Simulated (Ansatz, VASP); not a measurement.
AlN in VASP and in Ansatz

```
Al N
1.0
     3.12977    0.00000    0.00000
    -1.56488    2.71046    0.00000
     0.00000    0.00000    5.01730
Al N
2 2
Direct
  0.33333 0.66667 0.00173
  0.66667 0.33333 0.50173
  0.33333 0.66667 0.38327
  0.66667 0.33333 0.88327
```

Alike in both runs: functional PBE; k mesh 9 × 9 × 6; occupations gaussian, width 0.02 eV; no spin polarisation.

Ansatz relaxed the structure, and its values are those at the end. VASP's run is a single point on that final structure, the one shown.

|  | VASP | Ansatz |
| --- | --- | --- |
| version | VASP 6.6.1 | Ansatz 0.2.0 |
| potentials or method | VASP PAW PBE potentials, release 64 (Al, N) | scalar-relativistic, plane waves, PAW |
| plane-wave cutoff (eV) | 520 | 420 |
| valence electrons in the cell | 16 | 16 |

Ansatz gave:

- gap on the k mesh at the Fermi level (eV): 4.04
- least direct gap on the mesh (eV): 4.04
- pressure (GPa): 0.0

Q: What did VASP give for the same quantities?

A: gap on the k mesh at the Fermi level (eV): 4.05; least direct gap on the mesh (eV): 4.05; pressure (GPa): -0.2.

As with any semilocal functional, this PBE gap is likely too small.
